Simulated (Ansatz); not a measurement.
A crystal relaxed with r2SCAN+rVV10 in the plane-wave code Ansatz has space group P4/nmm:1 (No. 129) and a = 4.055 Å, c = 6.346 Å.

```csv
atom,site,x,y,z
Cu,2a,0.5000,0.5000,0.0000
Xx,2c,0.5000,0.0000,0.2667
```

With r2SCAN the gap is 2.08 eV and direct, at Γ. HSE06 gives a direct gap of 2.92 eV at Γ. With PBE the gap is 1.58 eV and direct, at Γ. Meshes: r2SCAN 6×6×4, HSE06 4×4×4, PBE 6×6×4. r2SCAN's ε∞ is 5.6 along x and y, 5.1 along z.

Q: Which element is Xx?
A. I
B. F
C. Cl
D. Br

A: A. Xx is I: CuI (P4/nmm) from a database of computed structures. Cu has 4 I at 2.64 Å; I has 4 Cu at 2.64 Å.

No spin polarisation and no zero-point or thermal motion.

No spin-orbit coupling is included; it can move band edges with weight on the heavy atoms by tenths of an eV.

The meshes of the hybrids are coarse, so their gaps aren't converged to the digits shown.
